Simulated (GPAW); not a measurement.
Crystal: TiO2.

```
Ti O
1.0
     4.59984    0.00000    0.00000
     0.00000    4.59984    0.00000
     0.00000    0.00000    2.95921
Ti O
2 4
Cartesian
  0.0000 0.0000 1.4796
  2.2999 2.2999 0.0000
  1.3998 1.3998 1.4796
  0.9001 3.6997 0.0000
  3.6997 0.9001 0.0000
  3.2000 3.2000 1.4796
```

The cell is a database's computed one.

Base run:

```yaml
Program: GPAW 26.7.0
Functional: TB-mBJ
Potentials_or_basis: GPAW PAW data sets for LDA (gpaw-data 1.2.1)
Cutoff: 800 eV
Basis: pw
k_mesh: 4 × 4 × 6
Occupations: fermi-dirac, width 0.05 eV
Spin: no spin polarisation
```

Its results: band gap on the k mesh 2.57 eV, indirect (least direct gap 2.58 eV).

**Question.** The run is repeated on the same cell with these changes: functional from TB-mBJ to r2SCAN; potentials or basis from GPAW PAW data sets for LDA (gpaw-data 1.2.1) to GPAW PAW data sets (gpaw-data 1.2.1). What comes out?

**Answer.** Band gap on the k mesh 2.22 eV, direct.

Caveats: a model potential gives levels but no total energy (some runs).

Not every run made on this cell is shown here.
